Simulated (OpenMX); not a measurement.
# WS2 under changes of volume

One of the cells (49.592 Å³/atom); the others are scaled copies at fixed shape and fractional positions:

```
W S
1.0
     3.18352    0.00000    0.00000
    -1.59176    2.75701    0.00000
     0.00000    0.00000   16.95058
W S
1 2
Cartesian
  0.0000 0.0000 0.0000
  0.0000 1.8380 1.5595
  0.0000 1.8380 15.3911
```

| Quantity | Value |
| --- | --- |
| Program | OpenMX 3.8.5 |
| Functional | PBE |
| Potentials or basis | OpenMX 2013 PBE set, W7.0-s3p2d2, S7.0-s2p2d1, fixed grid of 32 × 32 × 200 points |
| k mesh | 11 × 11 × 3 |
| Occupations | fermi-dirac, width 0.05 eV |
| Spin | no spin polarisation |

| volume (Å³/atom) | energy over the lowest point (meV/atom) | gap on the mesh (eV) | largest force (eV/Å) |
| --- | --- | --- | --- |
| 46.616 | 82.73 | 2.16 | 2.043 |
| 47.608 | 48.89 | 2.09 | 1.579 |
| 48.600 | ? | ? | ? |
| 49.592 | 8.93 | 1.96 | 0.754 |
| 50.583 | 1.00 | 1.90 | 0.387 |
| 51.575 | 0.00 | 1.85 | 0.050 |
| 52.567 | 5.28 | 1.80 | 0.266 |

Task: What does the run at 48.600 Å³/atom give?

Result: Energy over the lowest point 24.62 meV/atom; gap on the mesh 2.02 eV; largest force 1.152 eV/Å.

Worked out: A Birch-Murnaghan fit of order 3 (a polynomial in V^(-2/3)) to the other rows has its minimum at 51.23 Å³/atom with B0 = V·E''(V) = 54 GPa and B' = 4.4 at fixed shape and positions, which overstates the stiffness. It gives 24.61 meV/atom at 48.600 Å³/atom, against the run's 24.62. A straight line through the other rows of the gap, of slope -3.01 eV per unit of ln V, gives 2.03 eV, against the run's 2.02.

Energies are extrapolated to zero smearing.

Caveats: spin-orbit coupling is left out, which moves the levels of the heavy elements; the basis of atomic orbitals isn't converged, which shifts pressures, moduli and gaps.

A mesh can miss the band edges.
